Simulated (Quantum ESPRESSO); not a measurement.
# Pb (Fm-3m) in Quantum ESPRESSO: notebook, part 2 of 3

Quantum ESPRESSO 7.5. The steps go on from the part before.

## Step 3: Energy-loss spectrum, LDA

pw.in

```
&CONTROL
  calculation = 'scf'
  prefix = 'pwscf'
  outdir = './tmp'
  pseudo_dir = './pseudo'
  tprnfor = .true.
  tstress = .true.
  disk_io = 'low'
/
&SYSTEM
  ibrav = 0
  nat = 1
  ntyp = 1
  ecutwfc = 56
  nbnd = 13
  occupations = 'smearing'
  smearing = 'mv'
  degauss = 0.00999582
/
&ELECTRONS
  conv_thr = 2d-10
  electron_maxstep = 120
  mixing_beta = 0.5
/
ATOMIC_SPECIES
Pb   207.2000 Pb.upf
CELL_PARAMETERS bohr
   0.0000000000    4.6771099530    4.6771099530
   4.6771099530    0.0000000000    4.6771099530
   4.6771099530    4.6771099530    0.0000000000
ATOMIC_POSITIONS bohr
Pb     0.0000000000    0.0000000000    0.0000000000
K_POINTS automatic
6 6 6 1 1 1
```

scf2.in

```
&CONTROL
  calculation = 'scf'
  prefix = 'pwscf'
  outdir = './tmp'
  pseudo_dir = './pseudo'
  tprnfor = .true.
  tstress = .true.
  disk_io = 'low'
/
&SYSTEM
  ibrav = 0
  nat = 1
  ntyp = 1
  ecutwfc = 56
  nbnd = 13
  occupations = 'smearing'
  smearing = 'mv'
  degauss = 0.00999582
/
&ELECTRONS
  conv_thr = 1d-11
  electron_maxstep = 120
  mixing_beta = 0.5
  startingpot = 'file'
  startingwfc = 'file'
/
ATOMIC_SPECIES
Pb   207.2000 Pb.upf
CELL_PARAMETERS bohr
   0.0000000000    4.6771099530    4.6771099530
   4.6771099530    0.0000000000    4.6771099530
   4.6771099530    4.6771099530    0.0000000000
ATOMIC_POSITIONS bohr
Pb     0.0000000000    0.0000000000    0.0000000000
K_POINTS automatic
6 6 6 1 1 1
```

eels.in

```
&LR_INPUT
  prefix = 'pwscf'
  outdir = './tmp'
  restart_step = 5000
  restart = .false.
/
&LR_CONTROL
  calculator = 'lanczos'
  approximation = 'TDDFT'
  q1 = 0.3342451333
  q2 = 0
  q3 = 0
  itermax = 800
/
```

spectrum.in

```
&LR_INPUT
  prefix = 'pwscf'
  outdir = './tmp'
  eels = .true.
  itermax0 = 800
  itermax = 20000
  extrapolation = 'osc'
  epsil = 0.03
  units = 1
  start = 0
  end = 40
  increment = 0.2
/
```

spectrum_short.in

```
&LR_INPUT
  prefix = 'pwscf'
  outdir = './tmp'
  eels = .true.
  itermax0 = 532
  itermax = 20000
  extrapolation = 'osc'
  epsil = 0.03
  units = 1
  start = 0
  end = 40
  increment = 0.2
/
```

Potentials or basis: PseudoDojo 0.4.1 SR LDA standard.

On the command line:

```
> OMP_NUM_THREADS=1 pw.x -in pw.in > pw.out
> OMP_NUM_THREADS=1 pw.x -in scf2.in > scf2.out
> OMP_NUM_THREADS=1 turbo_eels.x -in eels.in > eels.out
> OMP_NUM_THREADS=1 turbo_spectrum.x -in spectrum.in > spectrum.out
> OMP_NUM_THREADS=1 turbo_spectrum.x -in spectrum_short.in > spectrum_short.out
```

pw.out:

```text
This program is part of the open-source Quantum ESPRESSO suite
     for quantum simulation of materials; please cite
[... 9 lines left out ...]
     --------------------
     sticks:   dense  smooth     PW     G-vecs:    dense   smooth      PW
     Sum         673     673    211                11575    11575    2085

     Using Slab Decomposition

     bravais-lattice index     =            0
     lattice parameter (alat)  =       6.6144  a.u.
     unit-cell volume          =     204.6269 (a.u.)^3
     number of atoms/cell      =            1
     number of atomic types    =            1
     number of electrons       =        14.00
     number of Kohn-Sham states=           13
     kinetic-energy cutoff     =      56.0000  Ry
     charge density cutoff     =     224.0000  Ry
     scf convergence threshold =      2.0E-10
     mixing beta               =       0.5000
     number of iterations used =            8  plain     mixing
     Exchange-correlation= SLA  PW   NOGX NOGC
                           (   1   4   0   0   0   0   0)

     celldm(1)=   6.614432  celldm(2)=   0.000000  celldm(3)=   0.000000
     celldm(4)=   0.000000  celldm(5)=   0.000000  celldm(6)=   0.000000

     crystal axes: (cart. coord. in units of alat)
               a(1) = (   0.000000   0.707107   0.707107 )
               a(2) = (   0.707107   0.000000   0.707107 )
               a(3) = (   0.707107   0.707107   0.000000 )

     reciprocal axes: (cart. coord. in units 2 pi/alat)
               b(1) = ( -0.707107  0.707107  0.707107 )
               b(2) = (  0.707107 -0.707107  0.707107 )
[... 60 lines left out ...]
     Starting wfcs are    9 randomized atomic wfcs +    4 random wfcs

     Self-consistent Calculation

     iteration #  1     ecut=    56.00 Ry     beta= 0.50
     Davidson diagonalization with overlap
     ethr =  1.00E-02,  avg # of iterations =  5.2

     Threshold (ethr) on eigenvalues was too large:
     Diagonalizing with lowered threshold

     Davidson diagonalization with overlap
     ethr =  1.78E-05,  avg # of iterations =  6.9

     total energy              =    -140.52302151 Ry
     estimated scf accuracy    <       0.00253673 Ry
[... 36 lines left out ...]
     iteration #  7     ecut=    56.00 Ry     beta= 0.50
     Davidson diagonalization with overlap
     ethr =  1.63E-11,  avg # of iterations =  1.0

     End of self-consistent calculation

          k = 0.0589 0.0589 0.0589 (  1441 PWs)   bands (ev):

    -5.9336  -5.9234  -5.9234  -5.7916  -5.7916  -0.6219  16.8803  18.2174
    18.2174  20.8603  23.1076  23.8858  23.8858
[... 73 lines left out ...]
    -6.0816  -5.9942  -5.6776  -5.6395  -5.6295   3.9937   8.1858  12.3723
    13.2391  16.9599  18.4694  29.6601  30.5011

          k =-0.5303 0.1768-0.0589 (  1448 PWs)   bands (ev):

    -6.0149  -5.9342  -5.7670  -5.6960  -5.6560   3.0032   9.4762  12.0495
    13.4008  18.6144  20.6445  25.5941  29.1565

          k =-0.4125 0.0589 0.0589 (  1445 PWs)   bands (ev):
[... 51 lines left out ...]
    -5.9533  -5.8964  -5.8610  -5.7088  -5.6731   3.1149   7.5069  13.2514
    15.7520  19.0515  23.0758  23.8439  26.4116

     the Fermi energy is    11.1145 ev

!    total energy              =    -140.52336103 Ry
     estimated scf accuracy    <          9.1E-11 Ry
     smearing contrib. (-TS)   =      -0.00037146 Ry
     internal energy E=F+TS    =    -140.52298957 Ry

     The total energy is F=E-TS. E is the sum of the following terms:
     one-electron contribution =     -30.10440000 Ry
     hartree contribution      =      25.13455532 Ry
     xc contribution           =     -39.48602476 Ry
     ewald contribution        =     -96.06712013 Ry

     convergence has been achieved in   7 iterations

     Forces acting on atoms (cartesian axes, Ry/au):

     atom    1 type  1   force =     0.00000000    0.00000000    0.00000000

     Total force =     0.000000     Total SCF correction =     0.000000

     Computing stress (Cartesian axis) and pressure

          total   stress  (Ry/bohr**3)                   (kbar)     P=      -19.38
  -0.00013172   0.00000000   0.00000000          -19.38        0.00        0.00
  -0.00000000  -0.00013172  -0.00000000           -0.00      -19.38       -0.00
   0.00000000   0.00000000  -0.00013172            0.00        0.00      -19.38

=------------------------------------------------------------------------------=
   JOB DONE.
=------------------------------------------------------------------------------=
```

scf2.out:

```text
This program is part of the open-source Quantum ESPRESSO suite
     for quantum simulation of materials; please cite
[... 9 lines left out ...]
     --------------------
     sticks:   dense  smooth     PW     G-vecs:    dense   smooth      PW
     Sum         673     673    211                11575    11575    2085
[... 268 lines left out ...]
  -0.00013186  -0.00000000  -0.00000000          -19.40       -0.00       -0.00
  -0.00000000  -0.00013186  -0.00000000           -0.00      -19.40       -0.00
  -0.00000000  -0.00000000  -0.00013186           -0.00       -0.00      -19.40

=------------------------------------------------------------------------------=
   JOB DONE.
=------------------------------------------------------------------------------=
```

eels.out:

```text
This program is part of the open-source Quantum ESPRESSO suite
     for quantum simulation of materials; please cite
         "P. Giannozzi et al., J. Phys.:Condens. Matter 21 395502 (2009);
         "P. Giannozzi et al., J. Phys.:Condens. Matter 29 465901 (2017);
         "P. Giannozzi et al., J. Chem. Phys. 152 154105 (2020);
     in publications or presentations arising from this work. More details at

[... 370 lines left out ...]
     gamma(00000800)= 28.398304
     z1=       1 -0.227614766902414E-02  0.886204343038717E-11
     End of Lanczos iterations

     Finished linear response calculation...

     US routines

     EELS routines

=------------------------------------------------------------------------------=
   JOB DONE.
=------------------------------------------------------------------------------=
```

Run time: 12 min. Hardware: 1 thread of Intel Xeon Platinum 8259CL at 2.50GHz (Skylake/Cascade Lake), shared host; peak memory 0.43 GiB.

Results:

```yaml
Free_energy: -1911.9177 eV
Pressure: -1.9 GPa
Band_gap_on_the_k_mesh: none (metal or under the smearing width)
Peak_of_the_energy-loss_function: 14.0 eV
```

Levels at points of the mesh, in eV from the Fermi level:
```tsv
k point	band 3	band 4	band 5	band 6	band 7	band 8	band 9	band 10	band 11	band 12
(0.08, 0.08, 0.08)	-17.04	-16.91	-16.91	-11.74	5.77	7.10	7.10	9.75	11.99	12.77
```

Energy-loss function at q = [0.6, 0.0, 0.0] (Å⁻¹, cartesian):
```tsv
energy (eV)	loss
0.0	0.000
1.8	0.018
3.4	0.074
5.2	0.153
7.0	0.270
8.6	0.425
10.4	0.560
12.2	1.097
13.8	1.917
15.6	0.912
17.4	0.417
19.0	0.506
20.8	0.522
22.4	0.584
24.2	0.329
26.0	0.318
27.6	0.253
29.4	0.203
31.2	0.233
32.8	0.254
34.6	0.268
36.4	0.276
38.0	0.325
39.8	0.252
```

Caveat: the k mesh is coarse (spacing up to 0.37 Å⁻¹), so the values aren't converged. Spin-orbit coupling is left out, which matters for the levels of Pb.

## Step 4: Energy-loss spectrum, PBE

pw.in

```
&CONTROL
  calculation = 'scf'
  prefix = 'pwscf'
  outdir = './tmp'
  pseudo_dir = './pseudo'
  tprnfor = .true.
  tstress = .true.
  disk_io = 'low'
/
&SYSTEM
  ibrav = 0
  nat = 1
  ntyp = 1
  ecutwfc = 50
  nbnd = 13
  occupations = 'smearing'
  smearing = 'mv'
  degauss = 0.01999163
/
&ELECTRONS
  conv_thr = 2d-10
  electron_maxstep = 120
  mixing_beta = 0.5
/
ATOMIC_SPECIES
Pb   207.2000 82_Pb_14_3.0_3.1_pbe_n_v1.0.upf
CELL_PARAMETERS angstrom
   0.0000000000    2.4750200000    2.4750200000
   2.4750200000    0.0000000000    2.4750200000
   2.4750200000    2.4750200000    0.0000000000
ATOMIC_POSITIONS crystal
Pb     0.0000000000    0.0000000000    0.0000000000
K_POINTS automatic
8 8 8 1 1 1
```

scf2.in

```
&CONTROL
  calculation = 'scf'
  prefix = 'pwscf'
  outdir = './tmp'
  pseudo_dir = './pseudo'
  tprnfor = .true.
  tstress = .true.
  disk_io = 'low'
/
&SYSTEM
  ibrav = 0
  nat = 1
  ntyp = 1
  ecutwfc = 50
  nbnd = 13
  occupations = 'smearing'
  smearing = 'mv'
  degauss = 0.01999163
/
&ELECTRONS
  conv_thr = 1d-11
  electron_maxstep = 120
  mixing_beta = 0.5
  startingpot = 'file'
  startingwfc = 'file'
/
ATOMIC_SPECIES
Pb   207.2000 82_Pb_14_3.0_3.1_pbe_n_v1.0.upf
CELL_PARAMETERS angstrom
   0.0000000000    2.4750200000    2.4750200000
   2.4750200000    0.0000000000    2.4750200000
   2.4750200000    2.4750200000    0.0000000000
ATOMIC_POSITIONS crystal
Pb     0.0000000000    0.0000000000    0.0000000000
K_POINTS automatic
8 8 8 1 1 1
```

eels.in

```
&LR_INPUT
  prefix = 'pwscf'
  outdir = './tmp'
  restart_step = 5000
  restart = .false.
/
&LR_CONTROL
  calculator = 'lanczos'
  approximation = 'RPA_with_CLFE'
  q1 = 0.1929765177
  q2 = 0.1929765177
  q3 = 0.1929765177
  itermax = 400
/
```

spectrum.in

```
&LR_INPUT
  prefix = 'pwscf'
  outdir = './tmp'
  eels = .true.
  itermax0 = 400
  itermax = 20000
  extrapolation = 'osc'
  epsil = 0.02
  units = 1
  start = 0
  end = 40
  increment = 0.2
/
```

spectrum_short.in

```
&LR_INPUT
  prefix = 'pwscf'
  outdir = './tmp'
  eels = .true.
  itermax0 = 266
  itermax = 20000
  extrapolation = 'osc'
  epsil = 0.02
  units = 1
  start = 0
  end = 40
  increment = 0.2
/
```

Potentials or basis: SPMS 1.0 PBE.

On the command line:

```
> OMP_NUM_THREADS=1 pw.x -in pw.in > pw.out
> OMP_NUM_THREADS=1 pw.x -in scf2.in > scf2.out
> OMP_NUM_THREADS=1 turbo_eels.x -in eels.in > eels.out
> OMP_NUM_THREADS=1 turbo_spectrum.x -in spectrum.in > spectrum.out
> OMP_NUM_THREADS=1 turbo_spectrum.x -in spectrum_short.in > spectrum_short.out
```

pw.out:

```text
This program is part of the open-source Quantum ESPRESSO suite
     for quantum simulation of materials; please cite
[... 9 lines left out ...]
     --------------------
     sticks:   dense  smooth     PW     G-vecs:    dense   smooth      PW
     Sum         595     595    199                 9841     9841    1807

     Using Slab Decomposition

     bravais-lattice index     =            0
     lattice parameter (alat)  =       6.6144  a.u.
     unit-cell volume          =     204.6269 (a.u.)^3
     number of atoms/cell      =            1
     number of atomic types    =            1
     number of electrons       =        14.00
     number of Kohn-Sham states=           13
     kinetic-energy cutoff     =      50.0000  Ry
     charge density cutoff     =     200.0000  Ry
     scf convergence threshold =      2.0E-10
     mixing beta               =       0.5000
     number of iterations used =            8  plain     mixing
     Exchange-correlation= PBE
[... 165 lines left out ...]
     Davidson diagonalization with overlap
     ethr =  2.97E-12,  avg # of iterations =  2.1

     End of self-consistent calculation

          k = 0.0442 0.0442 0.0442 (  1243 PWs)   bands (ev):

    -4.2865  -4.2807  -4.2807  -4.1473  -4.1473   1.1276  19.2665  20.1353
    20.1353  22.5674  24.4690  25.4771  25.4771
[... 293 lines left out ...]
    -4.3014  -4.2687  -4.2404  -4.0438  -4.0230   4.8402   8.9798  16.1353
    17.8819  21.0817  23.9082  24.9371  26.6883

     the Fermi energy is    12.9593 ev

!    total energy              =    -125.73227287 Ry
     estimated scf accuracy    <          1.2E-12 Ry
     smearing contrib. (-TS)   =      -0.00045050 Ry
     internal energy E=F+TS    =    -125.73182237 Ry

     The total energy is F=E-TS. E is the sum of the following terms:
     one-electron contribution =     -16.02047731 Ry
     hartree contribution      =      17.70407088 Ry
     xc contribution           =     -31.34829582 Ry
     ewald contribution        =     -96.06712011 Ry

     convergence has been achieved in   8 iterations

     Forces acting on atoms (cartesian axes, Ry/au):

     atom    1 type  1   force =     0.00000000    0.00000000    0.00000000

     Total force =     0.000000     Total SCF correction =     0.000000

     Computing stress (Cartesian axis) and pressure

          total   stress  (Ry/bohr**3)                   (kbar)     P=       22.82
   0.00015511  -0.00000000  -0.00000000           22.82       -0.00       -0.00
  -0.00000000   0.00015511  -0.00000000           -0.00       22.82       -0.00
  -0.00000000  -0.00000000   0.00015511           -0.00       -0.00       22.82

=------------------------------------------------------------------------------=
   JOB DONE.
=------------------------------------------------------------------------------=
```

scf2.out:

```text
This program is part of the open-source Quantum ESPRESSO suite
     for quantum simulation of materials; please cite
[... 9 lines left out ...]
     --------------------
     sticks:   dense  smooth     PW     G-vecs:    dense   smooth      PW
     Sum         595     595    199                 9841     9841    1807
[... 460 lines left out ...]
   0.00015507   0.00000000   0.00000000           22.81        0.00        0.00
   0.00000000   0.00015507   0.00000000            0.00       22.81        0.00
   0.00000000   0.00000000   0.00015507            0.00        0.00       22.81

=------------------------------------------------------------------------------=
   JOB DONE.
=------------------------------------------------------------------------------=
```

eels.out:

```text
This program is part of the open-source Quantum ESPRESSO suite
     for quantum simulation of materials; please cite
         "P. Giannozzi et al., J. Phys.:Condens. Matter 21 395502 (2009);
         "P. Giannozzi et al., J. Phys.:Condens. Matter 29 465901 (2017);
         "P. Giannozzi et al., J. Chem. Phys. 152 154105 (2020);
     in publications or presentations arising from this work. More details at

[... 350 lines left out ...]
     gamma(00000400)= 25.290667
     z1=       1 -0.577797508946113E-02  0.971339182944709E-11
     End of Lanczos iterations

     Finished linear response calculation...

     US routines

     EELS routines

=------------------------------------------------------------------------------=
   JOB DONE.
=------------------------------------------------------------------------------=
```

Wall time 23 min (1 thread of Intel Xeon Platinum 8259CL at 2.50GHz (Skylake/Cascade Lake), shared host); peak memory 1.1 GiB.

What came out:

```yaml
Free_energy: -1710.6747 eV
Pressure: 2.3 GPa
Band_gap_on_the_k_mesh: none (metal or under the smearing width)
Peak_of_the_energy-loss_function: 13.4 eV
```

Energy-loss function at q = [0.34641, 0.34641, 0.34641] (Å⁻¹, cartesian):
```csv
energy (eV),loss
0.0,0.000
1.8,0.008
3.4,0.066
5.2,0.138
7.0,0.236
8.6,0.327
10.4,0.462
12.2,1.155
13.8,2.112
15.6,0.689
17.4,0.391
19.0,0.376
20.8,0.456
22.4,0.414
24.2,0.326
26.0,0.295
27.6,0.239
29.4,0.180
31.2,0.179
32.8,0.206
34.6,0.208
36.4,0.239
38.0,0.296
39.8,0.229
```

Caveat: the Lanczos chain is short for so many electrons, so humps in the spectrum may be artefacts. Spin-orbit coupling is left out, which matters for the levels of Pb.

(Part 2 of 3 ends here.)
